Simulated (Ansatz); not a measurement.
## InPd under changes of volume

One of the cells (17.513 Å³/atom); the others are scaled copies at fixed shape and fractional positions:

```
CELL_PARAMETERS angstrom
3.27188 0.00000 0.00000
0.00000 3.27188 0.00000
0.00000 0.00000 3.27188
ATOMIC_POSITIONS crystal
In 0.00000 0.00000 0.00000
Pd 0.50000 0.50000 0.50000
```

The cell comes from a database or a generator and needn't be the stable form of this composition.

- Program: Ansatz 0.2.0
- Functional: r2SCAN
- Potentials or basis: Ansatz PAW
- Cutoff: 500 eV (not typed: the program's choice for these potentials)
- k mesh: 8 × 8 × 8
- Occupations: fermi-dirac, width 0.05 eV
- Spin: no spin polarisation

```csv
volume (Å³/atom),energy over the lowest point (meV/atom),pressure (GPa)
16.462,?,?
16.813,9.86,5.4
17.163,1.71,2.2
17.513,0.00,-0.6
17.863,4.01,-3.0
18.214,12.99,-5.2
18.564,26.37,-7.0
```

What does the run at 16.462 Å³/atom give?

Energy over the lowest point 25.36 meV/atom; pressure 8.9 GPa.

Worked out: A Birch-Murnaghan fit of order 3 (a polynomial in V^(-2/3)) to the other rows has its minimum at 17.44 Å³/atom with B0 = V·E''(V) = 133 GPa and B' = 5.4. It gives 25.42 meV/atom at 16.462 Å³/atom, against the run's 25.36, and -dE/dV = 8.9 GPa, against 8.9.

Energies are extrapolated to zero smearing.

Caveats: the PAW data sets come from PBE, with cores solved anew for the run's functional, which leaves a small shift of forces and pressure.
